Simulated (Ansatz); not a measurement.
# SiC: one candidate of a structure search, part 2 of 2

Aim: relax a trial structure of SiC and see where it ends.

Ansatz 0.2.0; DFT PBE, scalar-relativistic, plane waves, PAW.

**4. Full relaxation**

The end of the coarse run is made exact in the group found at a tolerance of 0.06 Å and reduced to its primitive cell.

File input.yaml:

```yaml
crystal:
  lattice:
    - [0.0, 3.9136268002, 2.6782743992]
    - [1.5510216488, 0.0, 2.6782743992]
    - [1.5510216488, 3.9136268002, 0.0]
  atoms:
    - { symbol: Si, position: [0.666954782, 0.666954782, 0.333045218] }
    - { symbol: C, position: [0.333045218, 0.333045218, 0.666954782] }
basis:
  ecutwfc: 420
kpoints:
  mp_grid: { grid: [10, 10, 10] }
hamiltonian:
  xc: pbe
scf:
  occupations: { method: gaussian, width: 0.02 }
output:
  forces: true
  stress: true
  eigenvalues: true
relax:
  adjacent_minimum: "off"
  f_tol: 0.01
  max_steps: 80
  cell: { stress_tol: 0.05 }
```

On the command line:

```bash
> ansatz run input.yaml --threads 1 --pin off --max-ram 2560MiB --backend cpu --events-out ev --progress --plain --runs-dir out
```

The log of the run, shortened:

```text
Warning: RAYON_NUM_THREADS=1 ignored (pool sized by the plan → 1); use --threads N
[...]
Pseudopotentials: kind: paw
Pseudopotential: Si, paw, valence charge 4, recommended cutoff 420 eV (normal), Si.paw.azcp
Pseudopotential: C, paw, valence charge 4, recommended cutoff 420 eV (normal), C.paw.azcp
Functional definition: PBE
[...]
Crystal: 2 atoms, lattice volume = 32.515 Å³
Basis set: ecut = 420 eV, 629 PW (Γ), exchange–correlation on 64×48×60 points (8 copies of the dense FFT grid, shifted against one another)
Bands: 8, of which v1, the nominal top of the filled ones, is band 4 counted from 1 (3 counted from 0)
Symmetry: 4 space group operations
Space group: Fmm2 (ITA 42), of the structure as read, at distance tolerance 3.2e-5 Å
k-points: 171 of 1000 (time reversal used)
[...]
SCF iter   1: F=—  HF=-886.165960 eV  |F-HF|=—  |Δ(HF+E_count)|=         —  Δρ=2.16e-3  dr2=2.06e-3  ethr=1.77e-3  ⟨swp⟩=6.2  Hψ=12471  notcnv=0
[...]
--- Forces (eV/Å), atoms counted from 1 ---
  atom   1  Si     0.00000000     0.00000000    -0.00379844
  atom   2  C      0.00000000     0.00000000     0.00379764
[...]
--- Stress (GPa, compression-positive) ---
        0.016570       0.000000       0.000000
        0.000000       0.046723       0.000000
        0.000000       0.000000       0.030752
  P = ⅓ Tr σ = 0.0313 GPa (0.313 kbar)
--- Band table (eV; the first three rows and the last of 171) ---
  k-point 0: bands = ["-9.5517", "1.4867", "2.9095", "2.9225", "6.6463", "11.7113", "11.8329", "12.2449"]
[...]
--- Relaxed structure (1 steps of the walk, 1 accepted, 1 SCFs on fresh bases) ---
  F+E_penalty+E_count = -886.16676886 eV   max|allowed force component| = 3.798e-3 eV/Å   (the final SCF, on the basis selected at the relaxed cell)
  cell:  # Å, volume = 32.5149 Å³
    - [0.0, 3.9136268002, 2.6782743992]
    - [1.5510216488, 0.0, 2.6782743992]
    - [1.5510216488, 3.9136268002, 0.0]
  atoms:
    - { symbol: Si, position: [0.666954782, 0.666954782, 0.3330452180000002] }
    - { symbol: C, position: [0.333045218, 0.333045218, 0.6669547820000002] }
```

Run time: 13 s. Hardware: 1 thread of Arm Neoverse V2, shared host; peak memory 0.36 GiB.

Step by step:

```
step  energy from step 1 (eV/cell)  largest force component (eV/Å)  pressure (GPa)  volume (Å³)
   1                        0.0000                          0.0038            0.03        32.51
   2                        0.0000                          0.0038            0.03        32.51
```

Step 1 is the start. Step 2 repeats the geometry before it on a plane-wave basis chosen anew for that cell, so its energy need not be comparable with the rows above.

Lengths and angles in the start's conventional setting:

|  | before | after | change |
| --- | --- | --- | --- |
| a (Å) | 3.102 | 3.102 | 0.0 % |
| b (Å) | 7.827 | 7.827 | 0.0 % |
| c (Å) | 5.357 | 5.357 | 0.0 % |
| volume (Å³/atom) | 16.26 | 16.26 | 0.0 % |
| shortest distance (Å) | 1.788 | 1.788 | 0.0 % |
| space group (0.01 Å) | Fmm2 | Fmm2 | same |

The run keeps the 4 symmetry operations of the start, so it could not have lowered the symmetry.

**5. Changing settings: xc lda, ecutwfc left out**

Edit input.yaml of step 4 so:

```diff
@@ -8,4 +8,2 @@
     - { symbol: C, position: [0.333045218, 0.333045218, 0.666954782] }
-basis:
-  ecutwfc: 420
 kpoints:
@@ -13,3 +11,3 @@
 hamiltonian:
-  xc: pbe
+  xc: lda
 scf:
@@ -18,8 +16,3 @@
   forces: true
+  eigenvalues: true
   stress: true
-  eigenvalues: true
-relax:
-  adjacent_minimum: "off"
-  f_tol: 0.01
-  max_steps: 80
-  cell: { stress_tol: 0.05 }
```

On the command line:

```bash
> ansatz run input.yaml --threads 1 --pin off --max-ram 2560MiB --backend cpu --events-out ev --progress --plain --runs-dir out
```

The log of the run:

```text
Warning: RAYON_NUM_THREADS=1 ignored (pool sized by the plan → 1); use --threads N
Engine: ansatz 0.2.0, aarch64-unknown-linux-gnu
Pseudopotentials: kind: paw
Pseudopotential: Si, paw, valence charge 4, recommended cutoff 420 eV (normal), Si.paw.azcp
Pseudopotential: C, paw, valence charge 4, recommended cutoff 420 eV (normal), C.paw.azcp
Functional definition: SPW92
  exchange = slater_x
  correlation = pw_c
Crystal: 2 atoms, lattice volume = 32.515 Å³
Basis set: ecut = 420 eV, 629 PW (Γ)
Bands: 8, of which v1, the nominal top of the filled ones, is band 4 counted from 1 (3 counted from 0)
Symmetry: 4 space group operations
Space group: Fmm2 (ITA 42), of the structure as read, at distance tolerance 3.2e-5 Å
k-points: 171 of 1000 (time reversal used)
Non-local potential: Si, projectors of the file, l = 0: 2, l = 1: 2, l = 2: 2
Non-local potential: C, projectors of the file, l = 0: 2, l = 1: 2, l = 2: 1
PAW form: soft (Blöchl's): semilocal exchange-correlation on the pseudo side does not see the compensation charge
PAW frozen core: Si, regenerated for the run's functional, and the local potential with it (the file was generated under x = pbe(κ = 0.804, μ = 0.2195149727645171), c = pbe(β = 0.06672455060314922))
PAW frozen core: C, regenerated for the run's functional, and the local potential with it (the file was generated under x = pbe(κ = 0.804, μ = 0.2195149727645171), c = pbe(β = 0.06672455060314922))
PAW one-centre angular grid: Si, 110 points (default); XC on 64 Gauss nodes
PAW one-centre angular grid: C, 110 points (default); XC on 64 Gauss nodes
Initial density: superposition of atomic densities (neutral atoms: chi_scale 0, normalization atom), corrected by the library's trained network
Initial wavefunctions: pseudopotential atomic-orbital guess
Functional: x = slater, c = lda
SCF iter   1: F=—  HF=-850.987630 eV  |F-HF|=—  |Δ(HF+E_count)|=         —  Δρ=4.96e-3  dr2=7.84e-3  ethr=1.77e-3  ⟨swp⟩=6.2  Hψ=12445  notcnv=0
preconditioner: auto → none  [insulator: Δε(μ)=1.289 eV  Ē_g=12.121 eV  σ=0.020 eV  W_gap=1.00  n_scr=2 (ndim 8)  ℏωp=18.4 eV  f_vac=0.000  D(μ)=0.00/eV (n_scr^D=0)  ε∞_Penn≈3.3]
SCF iter   2: F=—  HF=-850.986448 eV  |F-HF|=—  |Δ(HF+E_count)|=   1.18e-3  Δρ=2.78e-3  dr2=1.75e-3  ethr=9.79e-5  ⟨swp⟩=2.5  Hψ=3627  notcnv=0
SCF iter   3: F=—  HF=-850.986115 eV  |F-HF|=—  |Δ(HF+E_count)|=   3.33e-4  Δρ=1.11e-3  dr2=2.42e-4  ethr=2.18e-5  ⟨swp⟩=2.6  Hψ=2597  notcnv=0
SCF iter   4: F=—  HF=-850.986109 eV  |F-HF|=—  |Δ(HF+E_count)|=   5.65e-6  Δρ=4.11e-4  dr2=3.43e-5  ethr=3.02e-6  ⟨swp⟩=1.0  Hψ=1373  notcnv=0
SCF iter   5: F=—  HF=-850.986109 eV  |F-HF|=—  |Δ(HF+E_count)|=   5.61e-7  Δρ=7.05e-5  dr2=1.13e-6  ethr=4.29e-7  ⟨swp⟩=2.0  Hψ=1944  notcnv=0
SCF iter   6: F=-850.986109 eV  HF=-850.986109 eV  |F-HF|=6.01e-9  |Δ(HF+E_count)|=   2.84e-8  Δρ=8.66e-6  dr2=1.57e-8  ethr=1.25e-9  ⟨swp⟩=3.1  Hψ=5566  notcnv=0
SCF 1 converged in 6 iterations: F = -850.986109 eV  dr2 = 1.57e-8
SCF converged after 6 iterations
Free energy (F): -850.986109 eV
Harris-Foulkes:  -850.986109 eV  (|F-HF|=6.01e-9)
Internal energy: -850.986109 eV  (E = F + TS)
E sigma→0 (E₀):  -850.986109 eV
Fermi energy:    4.838249 eV
--- Per-component energies (eV) ---
  E_band       = -12.721116
  E_kinetic    = 131.312194
  E_local      = -229.946223  (includes V_loc(G=0)·N_el)
  E_nonlocal   = 54.702066
  E_hartree    = 73.947693
  E_xc         = -102.401693
  E_vxc        = -106.312631  (∫ρ·V_xc dr)
  E_paw        = -577.901211  (= ΣΔE_a)
  E_vpaw       = -10.370833  (= ΣTr[D̂ρ^β])
  E_aug_tail   = 0.000016  (compensation charges beyond the density's cutoff)
  E_ewald      = -200.846114
  E_core_change = 0.147163  (= ΣΔE_core)
  E_smearing   = -0.000000  (= −TS)
  E_closure    = -0.000000  (closes the sum)
  Σ components = -850.986109   (vs F -850.986109, Δ=0.00e0)
--- Forces (eV/Å), atoms counted from 1 ---
  atom   1  Si     0.00000000     0.00000000    -0.00256178
  atom   2  C      0.00000000     0.00000000     0.00256990
  max |Σ_I F_I| component: 8.13e-6 eV/Å
--- Stress (GPa, compression-positive) ---
       -5.656653       0.000000       0.000000
        0.000000      -1.775353       0.000000
        0.000000       0.000000      -5.632167
  P = ⅓ Tr σ = -4.3547 GPa (-43.547 kbar)
--- Band table (eV; the first three rows and the last of 171) ---
  k-point 0: bands = ["-9.6911", "1.2404", "2.6589", "2.6715", "6.2755", "11.3718", "11.4971", "11.8964"]
  k-point 1: bands = ["-9.5201", "1.3291", "1.9719", "2.4775", "6.6530", "10.9889", "11.9213", "12.2996"]
  k-point 2: bands = ["-9.0159", "0.4124", "1.6289", "2.0387", "7.4461", "10.1600", "10.9174", "13.2976"]
  k-point 170: bands = ["-6.6436", "-3.9975", "1.1394", "3.9238", "7.6451", "7.7087", "10.9874", "13.2004"]
```

It took 4.6 s on 1 thread of Arm Neoverse V2, shared host; peak memory 0.33 GiB.

```tsv
run	ending	energy change	pressure (GPa)	gap (eV)	force (eV/Å)	cycles	time
step 4	converged	-	0.0	1.44	0.00	-	13 s
variant	converged	not comparable	-4.4	1.33	0.00	6	4.6 s
```

Total energies don't compare across a change of functional; the pressure goes from 0.0 to -4.4 GPa and the gap on the mesh goes from 1.44 to 1.33 eV. At this fixed cell a lower pressure means that this functional prefers a smaller volume than the reference.

**6. Summary of results**

This closing draws on all 2 parts. Changes of volume or cell count from the first structure of part 1.

| quantity | value |
| --- | --- |
| symmetry at the end (tolerance 0.02 Å) | space group Fmm2 (No. 42) |
| conventional cell | a = 3.102 Å, b = 7.827 Å, c = 5.357 Å, α = 90.00°, β = 90.00°, γ = 90.00° |
| volume | 16.26 Å³/atom |
| energy over the elements | +0.29 eV/atom |
| gap on the mesh | 1.44 eV |

In words: The space group Fmm2 (No. 42) is kept, and the volume per atom grows by 16.1 % from the first guess. With a positive formation energy it can't be a ground state. No finished test with a distortion of lower symmetry is shown, so the end may be a saddle point.
